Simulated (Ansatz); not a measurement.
**ZnS: moving S off its site**

ZnS, P6_3mc, a = 3.847 Å, c = 12.590 Å. The compound has several low-lying forms, and this is one of them. Ansatz: PBE, PAW, 420 eV, Γ-centred 12×12×2 mesh on 8 atoms, Gaussian smearing 0.05 eV; no spin polarisation.

```yaml
crystal:
  lattice:
    - [3.84672, 0.00000, 0.00000]
    - [-1.92336, 3.33136, 0.00000]
    - [0.00000, 0.00000, 12.59023]
  atoms:
    - { symbol: Zn, position: [0.00000, 0.00000, 0.00005] }
    - { symbol: Zn, position: [0.00000, 0.00000, 0.50005] }
    - { symbol: Zn, position: [0.33333, 0.66667, 0.25002] }
    - { symbol: Zn, position: [0.66667, 0.33333, 0.75002] }
    - { symbol: S, position: [0.00000, 0.00000, 0.18729] }
    - { symbol: S, position: [0.00000, 0.00000, 0.68729] }
    - { symbol: S, position: [0.33333, 0.66667, 0.43764] }
    - { symbol: S, position: [0.66667, 0.33333, 0.93764] }
```

Atom 5 (S) moves by x along the unit vector (0.707, -0.707, 0.000), with its periodic images; all else is held. y is the free energy of the cell over the start, F the force along the path summed over the moved atoms.

| x (Å) | y (meV) | F (eV/Å) |
| --- | --- | --- |
| -0.300 | 231.5 | 1.44 |
| -0.200 | 108.1 | 1.02 |
| -0.100 | 28.6 | 0.56 |
| 0.000 | 0.0 | 0.00 |
| 0.050 | 7.9 | -0.32 |
| 0.100 | 33.0 | -0.69 |
| 0.150 | 77.2 | -1.09 |
| 0.200 | ? | ? |
| 0.250 | 234.3 | -2.09 |
| 0.300 | 353.6 | -2.70 |

Fit y = c2 x² + c3 x³ + c4 x⁴ to the energies of the other rows, give the force constant, and predict energy and force of the missing row.

Least squares on the rows shown. y = 3055.4 x² + 2254.3 x³ + 2163.2 x⁴. The force constant is 2 c2 = 6.11 eV/Å² (for all images moving together, not for a lone atom). The force −dy/dx at the missing row is -1.56 eV/Å (computed -1.56). At x = 0.200 the fit asked for gives 143.7 meV. The run gave 143.3 meV, so the fit is 0.4 meV too high, within twice the rms miss on the fitted rows (0.2 meV).